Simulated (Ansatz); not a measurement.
A (111) slab of Ta (Fm-3m (No. 225)), 5 planes, outer planes Ta (top) and Ta (bottom), with 5 atoms (Ta5) in a surface cell of A = 7.722 Å², as cut from the bulk:

```
CELL_PARAMETERS angstrom
2.98613 0.00000 0.00000
-1.49306 2.58606 0.00000
0.00000 0.00000 24.75265
ATOMIC_POSITIONS crystal
Ta 0.66667 0.33333 0.30300
Ta 0.33333 0.66667 0.40150
Ta 0.00000 0.00000 0.50000
Ta 0.66667 0.33333 0.59850
Ta 0.33333 0.66667 0.69700
```

Theory: DFT PBE, scalar-relativistic, plane waves, PAW in Ansatz 0.2.0. Settings: cutoff 420 eV, Γ-centred mesh 12×12×1 on the computed 5-atom cell, Gaussian smearing of 0.10 eV; no spin polarisation. The cell repeats along c with a dipole correction in the vacuum.

Against the same 5 atoms in the bulk, the slab as cut lies 2.331 eV higher and the relaxed slab 2.326 eV higher.

(1) Work out the surface energy before and after relaxation.

(2) A cut through this plane breaks about 3 nearest-neighbour bonds a surface cell. What does each broken bond cost, before relaxation?

(3) What is the ideal work of this cut, per area?

## Answers

(1) The slab has two faces, so γ = (E_slab − N·E_bulk)/(2A), the mean of both. As cut: 2.331/(2 × 7.722) = 0.1509 eV/Å², and 1 eV/Å² = 16.02 J/m², so γ = 2.42 J/m². Relaxed: 2.326/(2 × 7.722) = 0.1506 eV/Å² = 2.41 J/m². Relaxation recovers 0.2 % of the cost of cutting.

(2) One cut makes two faces and costs 2γA = 2.331 eV, shared by 3 bonds: 0.78 eV a bond. In a metal this is less than the cohesive energy a bond, since the bonds that remain at the surface strengthen.

(3) Griffith's ideal work is 2γ: 4.84 J/m² if the new faces stay rigid, 4.83 J/m² if they relax. One thickness was run, 5 planes, so γ can still shift with it.

The reference crystal is the fcc form of Ta, which isn't its usual structure.